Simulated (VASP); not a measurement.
# Si (Fm-3m) in VASP: a series of runs, part 2 of 2

VASP 6.6.1. The steps go on from the part before.

**4. Relaxation of cell and atoms, PBE**

INCAR

```
SYSTEM = Si
ALGO = Normal ; EDIFF = 1E-6
EDIFFG = -0.01 ; ENCUT = 600
GGA = PE ; IBRION = 2
ISIF = 3 ; ISMEAR = 1
LASPH = .TRUE. ; LCHARG = .FALSE.
LREAL = .FALSE. ; LWAVE = .FALSE.
NELM = 80 ; NSW = 90
PREC = Accurate ; SIGMA = 0.1
```

KPOINTS

```
k-points
0
G
  16 16 16
  0 0 0
```

POSCAR

```
Si
1.0
    0.0000000000      1.9108305409      1.9108305409
    1.9108305409      0.0000000000      1.9108305409
    1.9108305409      1.9108305409      0.0000000000
Si
1
Direct
    0.0000000000      0.0000000000      0.0000000000
```

Potentials or basis: VASP PAW PBE potentials, release 64 (Si).

On the command line:

```sh
cat potpaw_PBE.64/Si/POTCAR > POTCAR
mpirun -np 1 vasp_std > vasp.out
```

OUTCAR:

```text
SYSTEM = Si
   EDIFF = 1E-6
   EDIFFG = -0.01
   ENCUT = 600
   GGA = PE
   IBRION = 2
   ISIF = 3
   ISMEAR = 1
   LASPH = .TRUE.
   LREAL = .FALSE.
   NELM = 80
   NSW = 90
   PREC = Accurate

 ion  position               nearest neighbor table
   1  0.000  0.000  0.000-

  LATTYP: Found a face centered cubic cell.
 ALAT       =     3.8216610818

  Lattice vectors:

 A1 = (   0.0000000000,   1.9108305409,   1.9108305409)
 A2 = (   1.9108305409,   0.0000000000,   1.9108305409)
 A3 = (   1.9108305409,   1.9108305409,   0.0000000000)

Analysis of symmetry for initial positions (statically):
=====================================================================
 Subroutine PRICEL returns:
 Original cell was already a primitive cell.

 Routine SETGRP: Setting up the symmetry group for a
 face centered cubic supercell.

 Subroutine GETGRP returns: Found 48 space group operations
 (whereof 48 operations were pure point group operations)
 out of a pool of 48 trial point group operations.

The static configuration has the point symmetry O_h .

Analysis of symmetry for dynamics (positions and initial velocities):
=====================================================================
 Subroutine PRICEL returns:
 Original cell was already a primitive cell.

 Routine SETGRP: Setting up the symmetry group for a
 face centered cubic supercell.

 Subroutine GETGRP returns: Found 48 space group operations
 (whereof 48 operations were pure point group operations)
 out of a pool of 48 trial point group operations.

The dynamic configuration has the point symmetry O_h .

 Subroutine INISYM returns: Found 48 space group operations
 (whereof 48 operations are pure point group operations),
 and found     1 'primitive' translations

----------------------------------------------------------------------------------------

                                     Primitive cell

[... 123 lines left out ...]
  volume of cell :       13.95
 maximum number of plane-waves:       483
 NGX is ok and might be reduce to    24
   NGX = 11   NGY = 11   NGZ = 11

--------------------------------------- Ionic step        1  -------------------------------------------

 number of electron       4.0000000 magnetization

 Free energy of the ion-electron system (eV)
  ---------------------------------------------------
  ext. energy  EPLUGINS =         0.00000000
  ---------------------------------------------------
  free energy    TOTEN  =        -4.87986851 eV

  energy without entropy =       -4.88017838  energy(sigma->0) =       -4.87997180

------------------------ aborting loop because EDIFF is reached ----------------------------------------

  FORCE on cell =-STRESS in cart. coord.  units (eV):
  Direction    XX          YY          ZZ          XY          YZ          ZX
  --------------------------------------------------------------------------------------
  -------------------------------------------------------------------------------------
  Total        0.2691432      0.2691432      0.2691432      0.0000000     -0.0000000     -0.0000000
  in kB       30.9027728     30.9027728     30.9027728      0.0000000     -0.0000000     -0.0000000
  external PRESSURE =      30.9027728 kB  Pullay stress =       0.0000000 kB
[... 57 lines left out ...]
--------------------------------------- Ionic step        3  -------------------------------------------

 number of electron       4.0000000 magnetization

 Free energy of the ion-electron system (eV)
  ---------------------------------------------------
  ext. energy  EPLUGINS =         0.00000000
  ---------------------------------------------------
  free energy    TOTEN  =        -4.88407010 eV

  energy without entropy =       -4.88405314  energy(sigma->0) =       -4.88406445

 E-fermi :  10.2629     XC(G=0): -11.2139

 val. band max:       10.2045327801   @ k =  -0.2500   0.4375   0.1875
 cond. band min:      10.2637946312   @ k =  -0.2500   0.1250   0.0000
 fundamental gap:      0.0592618512
 Fermi energy:        10.2628741145

 k-point     1 :       0.0000    0.0000    0.0000
  band No.  band energies     occupation
      1      -4.2661      2.00000
      2      21.4241      0.00000
      3      21.4241      0.00000
      4      21.4241      0.00000
      5      22.1765      0.00000
      6      22.1765      0.00000
[... 199 lines left out ...]
 k-point    24 :      -0.0625    0.0625    0.0000
  band No.  band energies     occupation
      1      -3.9619      2.00000
      2      18.4859      0.00000
      3      18.7225      0.00000
      4      21.4990      0.00000
      5      22.4708      0.00000
      6      23.5918      0.00000

 [... further k-points ...]

------------------------ aborting loop because EDIFF is reached ----------------------------------------

  FORCE on cell =-STRESS in cart. coord.  units (eV):
  Direction    XX          YY          ZZ          XY          YZ          ZX
  --------------------------------------------------------------------------------------
  -------------------------------------------------------------------------------------
  Total        0.0002095      0.0002095      0.0002095     -0.0000000      0.0000000      0.0000000
  in kB        0.0233024      0.0233024      0.0233024     -0.0000000      0.0000000      0.0000000
  external PRESSURE =       0.0233024 kB  Pullay stress =       0.0000000 kB
[... 16 lines left out ...]
  FREE ENERGIE OF THE ION-ELECTRON SYSTEM (eV)
  ---------------------------------------------------
  free  energy   TOTEN  =        -4.8840701014 eV

  energy  without entropy=       -4.8840531426  energy(sigma->0) =       -4.88406445

 reached required accuracy - stopping structural energy minimisation
```

OSZICAR:

```text
N       E                     dE             d eps       ncg     rms          rms(c)
DAV:   1    -0.961429726340E+00   -0.96143E+00   -0.19962E+03  1866   0.583E+02
DAV:   2    -0.486795113426E+01   -0.39065E+01   -0.37150E+01  2418   0.454E+01
DAV:   3    -0.490151052511E+01   -0.33559E-01   -0.33505E-01  2196   0.463E+00
[... 14 lines left out ...]
   2 F= -.48838781E+01 E0= -.48838268E+01  d E =-.400958E-02
       N       E                     dE             d eps       ncg     rms          rms(c)
DAV:   1    -0.488415777758E+01   -0.28003E-03   -0.52970E-03  1812   0.394E-01    0.684E-02
DAV:   2    -0.488410210082E+01    0.55677E-04   -0.32680E-05  2148   0.578E-02    0.383E-02
DAV:   3    -0.488407002733E+01    0.32073E-04   -0.36327E-05  1872   0.348E-02    0.115E-02
DAV:   4    -0.488407010145E+01   -0.74121E-07   -0.97368E-08  1104   0.378E-03
   3 F= -.48840701E+01 E0= -.48840644E+01  d E =-.420159E-02
```

CONTCAR:

```text
Si
   1.00000000000000
     0.0000000000000000    1.9311516654545979    1.9311516654545979
     1.9311516654545979    0.0000000000000000    1.9311516654545979
     1.9311516654545979    1.9311516654545979    0.0000000000000000
  Si
     1
Direct
     0.0000000000000000    0.0000000000000000    0.0000000000000000

  0.00000000E+00  0.00000000E+00  0.00000000E+00
```

It took 8.4 s on 1 thread of Intel Xeon 6975P-C (Granite Rapids), shared host; peak memory 0.14 GiB.

What came out:

* Free energy: -4.8841 eV
* Relaxed volume: 14.40 Å³/atom
* Relaxed cell: a = 2.731 Å, b = 2.731 Å, c = 2.731 Å, α = 60.00°, β = 60.00°, γ = 60.00°
* Space group after relaxing (to 0.05 Å): Fm-3m (No. 225)
* Energy gained by relaxing: 4.2 meV/atom
* Ionic steps: 3
* Pressure after relaxing: 0.0 GPa
* Band gap on the k mesh: none (metal or under the smearing width)

The path:
```
step  energy change (eV)  largest force (eV/Å)  pressure (GPa)  volume (Å³)
   1              0.0000                0.0000            3.09        13.95
   2             -0.0040                0.0000           -0.61        14.50
   3             -0.0042                0.0000            0.00        14.40
```

Final structure:
```
CELL_PARAMETERS angstrom
0.00000 1.93115 1.93115
1.93115 0.00000 1.93115
1.93115 1.93115 0.00000
ATOMIC_POSITIONS crystal
Si 0.00000 0.00000 0.00000
```

**5. Relaxation of cell and atoms, PBE**

This run uses another cell than the first one, of 14.40 Å³/atom, 1.032 times its volume.

INCAR, as its differences from that of step 4:

```diff
@@ -1,4 +1,4 @@
 SYSTEM = Si
-ALGO = Normal ; EDIFF = 1E-6
-EDIFFG = -0.01 ; ENCUT = 600
+ALGO = Normal ; EDIFF = 1E-7
+EDIFFG = -0.005 ; ENCUT = 600
 GGA = PE ; IBRION = 2
```

KPOINTS is that of step 4.

POSCAR

```
Si                                      
1.0
    0.0000000000      1.9311516655      1.9311516655
    1.9311516655      0.0000000000      1.9311516655
    1.9311516655      1.9311516655      0.0000000000
  Si            
     1
Direct
     0.0000000000000000    0.0000000000000000    0.0000000000000000
```

Potentials or basis: VASP PAW PBE potentials, release 64 (Si).

On the command line:

```sh
cat potpaw_PBE.64/Si/POTCAR > POTCAR
mpirun -np 1 vasp_std > vasp.out
```

OUTCAR:

```text
SYSTEM = Si
   EDIFF = 1E-7
   EDIFFG = -0.005
   ENCUT = 600
   GGA = PE
   IBRION = 2
   ISIF = 3
   ISMEAR = 1
   LASPH = .TRUE.
   LREAL = .FALSE.
   NELM = 80
   NSW = 90
   PREC = Accurate

 ion  position               nearest neighbor table
   1  0.000  0.000  0.000-

  LATTYP: Found a face centered cubic cell.
 ALAT       =     3.8623033310

  Lattice vectors:

 A1 = (   0.0000000000,   1.9311516655,   1.9311516655)
 A2 = (   1.9311516655,   0.0000000000,   1.9311516655)
 A3 = (   1.9311516655,   1.9311516655,   0.0000000000)

Analysis of symmetry for initial positions (statically):
=====================================================================
 Subroutine PRICEL returns:
 Original cell was already a primitive cell.

 Routine SETGRP: Setting up the symmetry group for a
 face centered cubic supercell.

 Subroutine GETGRP returns: Found 48 space group operations
 (whereof 48 operations were pure point group operations)
 out of a pool of 48 trial point group operations.

The static configuration has the point symmetry O_h .

Analysis of symmetry for dynamics (positions and initial velocities):
=====================================================================
 Subroutine PRICEL returns:
 Original cell was already a primitive cell.

 Routine SETGRP: Setting up the symmetry group for a
 face centered cubic supercell.

 Subroutine GETGRP returns: Found 48 space group operations
 (whereof 48 operations were pure point group operations)
 out of a pool of 48 trial point group operations.

The dynamic configuration has the point symmetry O_h .

 Subroutine INISYM returns: Found 48 space group operations
 (whereof 48 operations are pure point group operations),
 and found     1 'primitive' translations

[... 104 lines left out ...]
   NUPDOWN=      -1.0000    fix difference up-down
   EMIN   =  10.00;   EMAX   =-10.00  energy-range for DOS
   EFERMI =   0.00;   METHOD = LEGACY
   ISMEAR =     1;   SIGMA  =   0.10  broadening in eV -4-tet -1-fermi 0-gaus
   EFERMI_NEDOS =   21; number of points for ismear=-14 and -15
   IALGO  =     38    algorithm
   IMIX   =      4    mixing-type and parameters
     AMIX     =   0.40;   BMIX     =  1.00
     AMIX_MAG =   1.60;   BMIX_MAG =  1.00
  volume/ion in A,a.u.               =      14.40        97.20
  Fermi-wavevector in a.u.,A,eV,Ry     =   1.068075  2.018369 15.521314  1.140784
  Thomas-Fermi vector in A             =   2.203712
   LORBIT       =      0    0 simple, 1 ext, 2 COOP (PROOUT), +10 PAW based schemes
   GGA     = PE    functional components
   LHFCALC =     F    Hartree Fock is set to
   AEXX    =    0.0000 exact exchange contribution
   IVDW    =     0    specifies the selected vdW correction
   LEPSILON=     F    determine dielectric tensor
   LRPA    =     F    only Hartree local field effects (RPA)
 conjugate gradient relaxation of ions
 non-spin polarized calculation
 Methfessel and Paxton  Order N= 1 SIGMA  =   0.10
  energy-cutoff  :      600.00
  volume of cell :       14.40
 maximum number of plane-waves:       531
 NGX is ok and might be reduce to    24
   NGX = 11   NGY = 11   NGZ = 11

 number of electron       4.0000000 magnetization

 Free energy of the ion-electron system (eV)
  ---------------------------------------------------
  ext. energy  EPLUGINS =         0.00000000
  ---------------------------------------------------
  free energy    TOTEN  =        -4.88409337 eV

  energy without entropy =       -4.88407642  energy(sigma->0) =       -4.88408772

 E-fermi :  10.2629     XC(G=0): -11.2139

 val. band max:       10.2045826952   @ k =  -0.2500   0.4375   0.1875
 cond. band min:      10.2638458824   @ k =  -0.2500   0.1250   0.0000
 fundamental gap:      0.0592631872
 Fermi energy:        10.2629225544

 k-point     1 :       0.0000    0.0000    0.0000
  band No.  band energies     occupation
      1      -4.2661      2.00000
      2      21.4241      0.00000
      3      21.4241      0.00000
      4      21.4241      0.00000
      5      22.1764      0.00000
      6      22.1764      0.00000
[... 199 lines left out ...]
 k-point    24 :      -0.0625    0.0625    0.0000
  band No.  band energies     occupation
      1      -3.9618      2.00000
      2      18.4859      0.00000
      3      18.7226      0.00000
      4      21.4991      0.00000
      5      22.4708      0.00000
      6      23.5919      0.00000

 [... further k-points ...]
[... 5 lines left out ...]
  --------------------------------------------------------------------------------------
  -------------------------------------------------------------------------------------
  Total        0.0005317      0.0005317      0.0005317     -0.0000000     -0.0000000      0.0000000
  in kB        0.0591465      0.0591465      0.0591465     -0.0000000     -0.0000000      0.0000000
  external PRESSURE =       0.0591465 kB  Pullay stress =       0.0000000 kB

 VOLUME and BASIS-vectors are now :
 -----------------------------------------------------------------------------
  energy-cutoff  :      600.00
  volume of cell :       14.40
      direct lattice vectors                 reciprocal lattice vectors
     0.000000000  1.931151666  1.931151666    -0.258912860  0.258912860  0.258912860
     1.931151666  0.000000000  1.931151666     0.258912860 -0.258912860  0.258912860
     1.931151666  1.931151666  0.000000000     0.258912860  0.258912860 -0.258912860

 POSITION                                       TOTAL-FORCE (eV/Angst)
 -----------------------------------------------------------------------------------
      0.00000      0.00000      0.00000         0.000000     -0.000000     -0.000000
 -----------------------------------------------------------------------------------
    total drift:                                0.000000      0.000000      0.000000

  FREE ENERGIE OF THE ION-ELECTRON SYSTEM (eV)
  ---------------------------------------------------
  free  energy   TOTEN  =        -4.8840933689 eV

  energy  without entropy=       -4.8840764241  energy(sigma->0) =       -4.88408772

 reached required accuracy - stopping structural energy minimisation
```

It took 5.4 s on 1 thread of Intel Xeon 6975P-C (Granite Rapids), shared host; peak memory 0.14 GiB.

What came out:

```
Free energy             : -4.8841 eV
Pressure after relaxing : 0.0 GPa
Band gap on the k mesh  : none (metal or under the smearing width)
```

Final structure:
```
CELL_PARAMETERS angstrom
0.00000 1.93115 1.93115
1.93115 0.00000 1.93115
1.93115 1.93115 0.00000
ATOMIC_POSITIONS crystal
Si 0.00000 0.00000 0.00000
```

Caveat: the relaxation stopped at its first step, so nothing moved.

**6. Summary**

```tsv
task	cell	k mesh	cutoff (eV)	gap on the mesh (eV)	pressure (GPa)
relaxation of the atoms	atoms relaxed from: a relaxed cell with its volume scaled by 1.04	8 × 8 × 8	300	none	-2.7
relaxation of the atoms	atoms relaxed from: a relaxed cell with its volume scaled by 1.06	8 × 8 × 8	300	none	-3.8
relaxation of cell and atoms	relaxed	16 × 16 × 16	600	none	0.0
```

Alike in all rows: level PBE; potentials or basis VASP PAW PBE potentials, release 64 (Si); no spin polarisation; smearing methfessel-paxton 0.1 eV.

Caveats: the relaxation stopped at its first step, so nothing moved; the cutoff is under 1.25 times the usual one of these potentials, so pressure, stress and relaxed cells hold a basis-set (Pulay) error (some runs).

Total energies depend on the potentials used, so only differences within one code and one set of settings carry meaning.
